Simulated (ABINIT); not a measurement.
## Moving spin-orbit coupling in GaN

```
Ga N
1.0
     3.18000    0.00000    0.00000
    -1.59000    2.75396    0.00000
     0.00000    0.00000    5.16600
Ga N
2 2
Direct
  0.66667 0.33333 0.50000
  0.33333 0.66667 0.00000
  0.66667 0.33333 0.87500
  0.33333 0.66667 0.37500
```

Kept alike: task band structure; functional PBE; k mesh 8 × 8 × 4; occupations fermi-dirac, width 0.05 eV. Program: ABINIT, JTH PAW PBE v2.0, cutoff 707 eV. The mesh is that of the run's cell of 4 atoms.

```csv
spin-orbit coupling,band gap (eV)
off,1.960
on,1.958
```

Gaps are the smaller of the mesh's and the band path's.

**Question.** What does spin-orbit coupling change here?

**Answer.** The band gap runs from 1.958 (on) to 1.960 eV (off). Spin-orbit coupling splits p and d bands at the edges, and the more so the heavier the atoms. Measured: 3.4 eV at 300 K (arxiv:1710.05670); nearest off; on, 1.440 eV off. Semilocal gaps fall short of quasiparticle gaps.
